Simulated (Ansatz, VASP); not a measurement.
## One calculation of Si, two programs

Contents of POSCAR:

```
Si
1.0
    0.0000000000      2.7154400000      2.7154400000
    2.7154400000      0.0000000000      2.7154400000
    2.7154400000      2.7154400000      0.0000000000
Si
2
Direct
    0.7500000000      0.7500000000      0.7500000000
    0.5000000000      0.5000000000      0.5000000000
```

The input INCAR.step1:

```
SYSTEM = Si
ALGO = Normal
EDIFF = 1E-4
ENCUT = 520
GGA = PE
ISMEAR = -1
LASPH = .True.
LCHARG = .False.
LREAL = .False.
LWAVE = .True.
NBANDS = 11
NELM = 80
PREC = Accurate
SIGMA = 0.1
```

INCAR.step2

```
SYSTEM = Si
ALGO = Normal
EDIFF = 1E-6
ENCUT = 520
ISIF = 2
ISMEAR = -1
ISTART = 1
LASPH = .True.
LCHARG = .True.
LELF = .True.
LMIXTAU = .True.
LREAL = .False.
LVHAR = .True.
LWAVE = .False.
METAGGA = R2SCAN
NBANDS = 11
NELM = 80
PREC = Accurate
SIGMA = 0.1
```

KPOINTS

```
k-points
0
Gamma
  10 10 10
  0 0 0
```

Input for Ansatz:

```yaml
crystal:
  lattice:
    - [0.0, 2.71544, 2.71544]
    - [2.71544, 0.0, 2.71544]
    - [2.71544, 2.71544, 0.0]
  atoms:
    - { symbol: Si, position: [0.75, 0.75, 0.75] }
    - { symbol: Si, position: [0.5, 0.5, 0.5] }
hamiltonian:
  xc: r2scan
  pseudopotentials: { kind: paw }
basis:
  ecutwfc: 500
kpoints:
  mp_grid: { grid: [10, 10, 10] }
scf:
  occupations: { method: fermi_dirac, width: 0.1 }
  lower_state_search: "off"
output:
  forces: true
  stress: true
```

Alike in both runs: task single point; functional r2SCAN; k mesh 10 × 10 × 10; occupations fermi-dirac, width 0.1 eV; no spin polarisation.

|  | VASP | Ansatz |
| --- | --- | --- |
| version | VASP 6.6.1 | Ansatz 0.2.0 |
| potentials or method | VASP PAW PBE potentials, release 64 (Si) | PAW, plane waves, scalar-relativistic |
| plane-wave cutoff (eV) | 520 | 500 |
| valence electrons in the cell | 8 | 8 |

Ansatz gave:

```
pressure (GPa) : 0.7
```

Task: Which values does VASP return?

Result: Pressure (GPa): 0.5.

Caveats: the PAW data sets were made with another functional, which shifts forces and pressure a little (VASP). A k mesh can miss the band edges. r2SCAN opens gaps a little over a GGA but as a rule still falls short of measured ones.
